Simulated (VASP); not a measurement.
# Si (Fd-3m) in VASP: a series of runs, part 2 of 2

VASP 6.6.1. Earlier steps stand in the parts before.

## Step 3: Relaxation of cell and atoms, PBEsol

This run uses another cell than the first one, of 20.07 Å³/atom, 1.005 times its volume.

The input, INCAR:

```
SYSTEM = Si
PREC = Accurate ; ENCUT = 520
EDIFF = 1E-7 ; ISMEAR = 0
SIGMA = 0.02 ; LREAL = .False.
LASPH = .True. ; NELM = 100
ALGO = Normal ; ISIF = 3
LWAVE = .False. ; LCHARG = .False.
GGA = PS ; IBRION = 2
NSW = 80 ; EDIFFG = -0.002
KPAR = 4
```

The input, KPOINTS:

```
Automatic mesh
0
Gamma
  10 10 10
  0 0 0
```

The input, POSCAR:

```
Si                                      
1.0
    0.0000000000      2.7177983867      2.7177983867
    2.7177983867     -0.0000000000      2.7177983867
    2.7177983867      2.7177983867      0.0000000000
  Si            
     2
Direct
     0.7500000000000000    0.7500000000000000    0.7500000000000000
     0.5000000000000000    0.5000000000000000    0.5000000000000000
```

Potentials or basis: VASP PAW PBE potentials, release 64 (Si).

Command:

```console
$ cat potpaw_PBE.64/Si/POTCAR > POTCAR
$ mpirun -np 4 vasp_std > vasp.out
```

OUTCAR:

```text
SYSTEM = Si
   PREC = Accurate
   ENCUT = 520
   EDIFF = 1E-7
   ISMEAR = 0
   LREAL = .False.
   LASPH = .True.
   NELM = 100
   ISIF = 3
   GGA = PS
   IBRION = 2
   NSW = 80
   EDIFFG = -0.002

 ion  position               nearest neighbor table
   1  0.750  0.750  0.750-   2 2.35   2 2.35   2 2.35   2 2.35
   2  0.500  0.500  0.500-   1 2.35   1 2.35   1 2.35   1 2.35

  LATTYP: Found a face centered cubic cell.
[... 461 lines left out ...]

  FORCE on cell =-STRESS in cart. coord.  units (eV):
  Direction    XX          YY          ZZ          XY          YZ          ZX
  --------------------------------------------------------------------------------------
  -------------------------------------------------------------------------------------
  Total        0.0012316      0.0012316      0.0012316     -0.0000000     -0.0000000      0.0000000
  in kB        0.0491456      0.0491456      0.0491456     -0.0000000     -0.0000000      0.0000000
  external PRESSURE =       0.0491456 kB  Pullay stress =       0.0000000 kB

 VOLUME and BASIS-vectors are now :
 -----------------------------------------------------------------------------
  energy-cutoff  :      520.00
  volume of cell :       40.15
      direct lattice vectors                 reciprocal lattice vectors
     0.000000000  2.717798387  2.717798387    -0.183972440  0.183972440  0.183972440
     2.717798387  0.000000000  2.717798387     0.183972440 -0.183972440  0.183972440
     2.717798387  2.717798387  0.000000000     0.183972440  0.183972440 -0.183972440

 POSITION                                       TOTAL-FORCE (eV/Angst)
 -----------------------------------------------------------------------------------
      4.07670      4.07670      4.07670         0.000000     -0.000000     -0.000000
      2.71780      2.71780      2.71780        -0.000000      0.000000      0.000000
 -----------------------------------------------------------------------------------
    total drift:                                0.000000     -0.000000     -0.000000

  FREE ENERGIE OF THE ION-ELECTRON SYSTEM (eV)
  ---------------------------------------------------
  free  energy   TOTEN  =       -11.4926060164 eV

  energy  without entropy=      -11.4926060164  energy(sigma->0) =      -11.49260602

 reached required accuracy - stopping structural energy minimisation
```

OSZICAR:

```text
N       E                     dE             d eps       ncg     rms          rms(c)
DAV:   1     0.911743107506E+01    0.91174E+01   -0.35122E+03   752   0.820E+02
DAV:   2    -0.114455542294E+02   -0.20563E+02   -0.19282E+02  1160   0.862E+01
DAV:   3    -0.117132496621E+02   -0.26770E+00   -0.26770E+00   976   0.128E+01
DAV:   4    -0.117143606404E+02   -0.11110E-02   -0.11110E-02  1144   0.910E-01
DAV:   5    -0.117143615438E+02   -0.90336E-06   -0.90336E-06  1024   0.250E-02    0.495E+00
DAV:   6    -0.115616280328E+02    0.15273E+00   -0.96782E-02   880   0.158E+00    0.297E+00
DAV:   7    -0.114920976208E+02    0.69530E-01   -0.16975E-01   936   0.218E+00    0.188E-01
DAV:   8    -0.114925430748E+02   -0.44545E-03   -0.43535E-03   928   0.503E-01    0.720E-02
DAV:   9    -0.114925958643E+02   -0.52789E-04   -0.78843E-05  1192   0.741E-02    0.517E-02
DAV:  10    -0.114926062720E+02   -0.10408E-04   -0.11092E-05   968   0.243E-02    0.982E-03
DAV:  11    -0.114926060001E+02    0.27190E-06   -0.23614E-07  1104   0.335E-03    0.178E-03
DAV:  12    -0.114926060164E+02   -0.16328E-07   -0.13059E-07   864   0.292E-03
   1 F= -.11492606E+02 E0= -.11492606E+02  d E =-.114926E+02
```

CONTCAR:

```text
Si
   1.00000000000000
     0.0000000000000000    2.7177983867000002    2.7177983867000002
     2.7177983867000002    0.0000000000000000    2.7177983867000002
     2.7177983867000002    2.7177983867000002    0.0000000000000000
  Si
     2
Direct
     0.7500000000000000    0.7500000000000000    0.7500000000000000
     0.5000000000000000    0.5000000000000000    0.5000000000000000

  0.00000000E+00  0.00000000E+00  0.00000000E+00
  0.00000000E+00  0.00000000E+00  0.00000000E+00
```

Wall time 7.7 s (4 MPI ranks of AMD EPYC 7R13 (Zen 3), shared host); peak memory 0.13 GiB.

Results:

* Free energy: -11.4926 eV
* Pressure after relaxing: 0.0 GPa
* Band gap on the k mesh: 0.47 eV, indirect (least direct gap 2.52 eV)

Final structure:
```cif
data_structure
_symmetry_space_group_name_H-M 'P 1'
_symmetry_Int_Tables_number 1
_cell_length_a 3.8435
_cell_length_b 3.8435
_cell_length_c 3.8435
_cell_angle_alpha 60.000
_cell_angle_beta 60.000
_cell_angle_gamma 60.000
_cell_volume 40.15
loop_
_atom_site_label
_atom_site_type_symbol
_atom_site_fract_x
_atom_site_fract_y
_atom_site_fract_z
_atom_site_occupancy
Si1 Si 0.75000 0.75000 0.75000 1
Si2 Si 0.50000 0.50000 0.50000 1
```

Levels at points of the mesh, in eV from the valence-band top:
| k point | band 1 | band 2 | band 3 | band 4 | band 5 | band 6 | band 7 | band 8 |
| --- | --- | --- | --- | --- | --- | --- | --- | --- |
| (0.00, 0.00, 0.00) | -11.97 | 0.00 | 0.00 | 0.00 | 2.52 | 2.52 | 2.52 | 3.29 |
| (0.50, 0.00, 0.00) | -9.63 | -7.00 | -1.20 | -1.20 | 1.46 | 3.27 | 3.27 | 7.51 |
| (0.50, 0.50, 0.00) | -7.82 | -7.82 | -2.87 | -2.87 | 0.59 | 0.59 | 10.04 | 10.04 |

Caveat: the relaxation stopped at its first step, so nothing moved; the PAW data sets were made with another functional, which shifts forces and pressure a little.
